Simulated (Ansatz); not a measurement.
# ZnSe: the cost of one run

Program: Ansatz 0.2.0. Level of theory: DFT PBE, scalar-relativistic, plane waves, PAW. These are calculated values, not measurements.

## Step 1: The starting structure

Symmetry: F-43m, No. 216, cubic system. Conventional cell: a = 5.668 Å, b = 5.668 Å, c = 5.668 Å, α = 90.00°, β = 90.00°, γ = 90.00°. Zn (site symmetry -43m) is surrounded by 4 Se at 2.45 Å. Se (site symmetry -43m) has 4 Zn at 2.45 Å in its first shell of neighbours.

Coordinates:

```cif
data_structure
_symmetry_space_group_name_H-M 'F-43m'
_symmetry_Int_Tables_number 216
_cell_length_a 5.6676
_cell_length_b 5.6676
_cell_length_c 5.6676
_cell_angle_alpha 90.000
_cell_angle_beta 90.000
_cell_angle_gamma 90.000
_cell_volume 182.05
loop_
_atom_site_label
_atom_site_type_symbol
_atom_site_symmetry_multiplicity
_atom_site_Wyckoff_symbol
_atom_site_fract_x
_atom_site_fract_y
_atom_site_fract_z
_atom_site_occupancy
Zn1 Zn 4 a 0.00000 0.00000 0.00000 1
Se1 Se 4 c 0.25000 0.75000 0.75000 1
```

The runs take a perfect supercell of 54 atoms; the defect goes to fractional position (0.000, 0.000, 0.000).

## Step 2: The perfect supercell

File input.yaml:

```yaml
crystal:
  lattice:
    - [0.0, 8.5014, 8.5014]
    - [8.5014, 0.0, 8.5014]
    - [8.5014, 8.5014, 0.0]
  atoms:
    - { symbol: Zn, position: [0.0, 0.0, 0.0] }
    - { symbol: Zn, position: [0.0, 0.0, 0.333333] }
    - { symbol: Zn, position: [0.0, 0.0, 0.666667] }
    - { symbol: Zn, position: [0.0, 0.333333, 0.0] }
    - { symbol: Zn, position: [0.0, 0.333333, 0.333333] }
    - { symbol: Zn, position: [0.0, 0.333333, 0.666667] }
    - { symbol: Zn, position: [0.0, 0.666667, 0.0] }
    - { symbol: Zn, position: [0.0, 0.666667, 0.333333] }
    - { symbol: Zn, position: [0.0, 0.666667, 0.666667] }
    - { symbol: Zn, position: [0.333333, 0.0, 0.0] }
    - { symbol: Zn, position: [0.333333, 0.0, 0.333333] }
    - { symbol: Zn, position: [0.333333, 0.0, 0.666667] }
    - { symbol: Zn, position: [0.333333, 0.333333, 0.0] }
    - { symbol: Zn, position: [0.333333, 0.333333, 0.333333] }
    - { symbol: Zn, position: [0.333333, 0.333333, 0.666667] }
    - { symbol: Zn, position: [0.333333, 0.666667, 0.0] }
    - { symbol: Zn, position: [0.333333, 0.666667, 0.333333] }
    - { symbol: Zn, position: [0.333333, 0.666667, 0.666667] }
    - { symbol: Zn, position: [0.666667, 0.0, 0.0] }
    - { symbol: Zn, position: [0.666667, 0.0, 0.333333] }
    - { symbol: Zn, position: [0.666667, 0.0, 0.666667] }
    - { symbol: Zn, position: [0.666667, 0.333333, 0.0] }
    - { symbol: Zn, position: [0.666667, 0.333333, 0.333333] }
    - { symbol: Zn, position: [0.666667, 0.333333, 0.666667] }
    - { symbol: Zn, position: [0.666667, 0.666667, 0.0] }
    - { symbol: Zn, position: [0.666667, 0.666667, 0.333333] }
    - { symbol: Zn, position: [0.666667, 0.666667, 0.666667] }
    - { symbol: Se, position: [0.083333, 0.083333, 0.083333] }
    - { symbol: Se, position: [0.083333, 0.083333, 0.416667] }
    - { symbol: Se, position: [0.083333, 0.083333, 0.75] }
    - { symbol: Se, position: [0.083333, 0.416667, 0.083333] }
    - { symbol: Se, position: [0.083333, 0.416667, 0.416667] }
    - { symbol: Se, position: [0.083333, 0.416667, 0.75] }
    - { symbol: Se, position: [0.083333, 0.75, 0.083333] }
    - { symbol: Se, position: [0.083333, 0.75, 0.416667] }
    - { symbol: Se, position: [0.083333, 0.75, 0.75] }
    - { symbol: Se, position: [0.416667, 0.083333, 0.083333] }
    - { symbol: Se, position: [0.416667, 0.083333, 0.416667] }
    - { symbol: Se, position: [0.416667, 0.083333, 0.75] }
    - { symbol: Se, position: [0.416667, 0.416667, 0.083333] }
    - { symbol: Se, position: [0.416667, 0.416667, 0.416667] }
    - { symbol: Se, position: [0.416667, 0.416667, 0.75] }
    - { symbol: Se, position: [0.416667, 0.75, 0.083333] }
    - { symbol: Se, position: [0.416667, 0.75, 0.416667] }
    - { symbol: Se, position: [0.416667, 0.75, 0.75] }
    - { symbol: Se, position: [0.75, 0.083333, 0.083333] }
    - { symbol: Se, position: [0.75, 0.083333, 0.416667] }
    - { symbol: Se, position: [0.75, 0.083333, 0.75] }
    - { symbol: Se, position: [0.75, 0.416667, 0.083333] }
    - { symbol: Se, position: [0.75, 0.416667, 0.416667] }
    - { symbol: Se, position: [0.75, 0.416667, 0.75] }
    - { symbol: Se, position: [0.75, 0.75, 0.083333] }
    - { symbol: Se, position: [0.75, 0.75, 0.416667] }
    - { symbol: Se, position: [0.75, 0.75, 0.75] }
basis:
  ecutwfc: 420
  fft_grid_basis: typed
kpoints:
  mp_grid: { grid: [1, 1, 1] }
hamiltonian:
  xc: pbe
  pseudopotentials: { kind: paw }
scf:
  occupations: { method: gaussian, width: 0.05 }
output:
  forces: true
  stress: false
  eigenvalues: true
  bader: false
  write_density: true
  volumetric_format: npy
```

Started as:

```
ansatz run input.yaml --threads 8 --pin off --max-ram 16384MiB --backend cpu --events-out ev --progress --plain --runs-dir out
```

**Question.** How long does this run take on 8 threads of Arm Neoverse V2, shared host, and how much memory does it need?

About 8.6 s, with a peak of 1.8 GiB.
